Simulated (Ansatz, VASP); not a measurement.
## SiC in VASP and in Ansatz

```xyz
4
Lattice="3.1989 0.0000 0.0000 -1.5994 2.7703 0.0000 0.0000 0.0000 5.0295" Properties=species:S:1:pos:R:3 pbc="T T T"
Si    0.0000    1.8469    1.2574
Si    1.5994    0.9234    3.7721
C     1.5994    0.9234    1.2574
C     0.0000    1.8469    3.7721
```

Alike in both runs: task single point; functional r2SCAN; k mesh 9 × 9 × 4; occupations fermi-dirac, width 0.02 eV; no spin polarisation.

```csv
,VASP,Ansatz
version,VASP 6.6.1,Ansatz 0.2.0
potentials or method,"VASP PAW PBE potentials, release 64 (Si, C)","plane waves, PAW"
plane-wave cutoff (eV),520,500
valence electrons in the cell,16,16
```

|  | VASP | Ansatz | Ansatz less VASP |
| --- | --- | --- | --- |
| pressure (GPa) | -11.7 | -11.6 | +0.16 |
| largest component of the traceless stress (GPa) | 7.53 | 7.28 | -0.249 |

With one functional, cell and mesh, what is left measures potentials, basis and numerics.

Caveats: the PAW data sets were made with another functional, which shifts forces and pressure a little (VASP).
